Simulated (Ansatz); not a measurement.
Starting cell, CsCl (CsCl type):

```
CsCl
1.0
    4.20527     0.00000     0.00000
    0.00000     4.20527     0.00000
    0.00000     0.00000     4.20527
Cs Cl
1 1
Direct
  0.00000   0.00000   0.00000
  0.50000   0.50000   0.50000
```

In each cell atom 1 (Cs, nearest neighbour Cl at 3.642 Å; its periodic images, 4.2 Å or more away, move with it) moves by s·(1.000, 0.000, 0.000) (along Cartesian x), the rest being held.

Level of theory: PBE (plane waves to 420 eV, PAW, scalar-relativistic; Ansatz, a program for electronic structure). k mesh 6×6×6 (Γ-centred), Fermi-Dirac smearing 0.05 eV. E stands for the smeared free energy. CsCl was relaxed with its symmetry unable to fall. ΔE is measured from the undisplaced structure.

| s (Å) | ΔE (meV/cell) |
|---|---|
| -1.090 | 401 |
| -0.872 | 249 |
| -0.654 | 134 |
| -0.436 | 57 |
| -0.218 | 14 |
| 0.000 | 0 |
| 0.218 | 14 |
| 0.436 | 57 |
| 0.654 | 134 |
| 0.872 | 249 |
| 1.090 | 401 |

What force constant k = d²E/ds² at s = 0 does the table give?

0.6 eV/Å². It is the second difference of the nearest points, corrected with the next pair.

With k = 0.57 eV/Å² from the forces, is the well harmonic out to s = 1.090 Å?

½ks² = 337 meV/cell against the computed 401 meV/cell, so the well is stiffer than harmonic there.

(For displaced atoms, the force is minus the slope of the energy, and its curvature is a force constant, which sets phonon frequencies.)
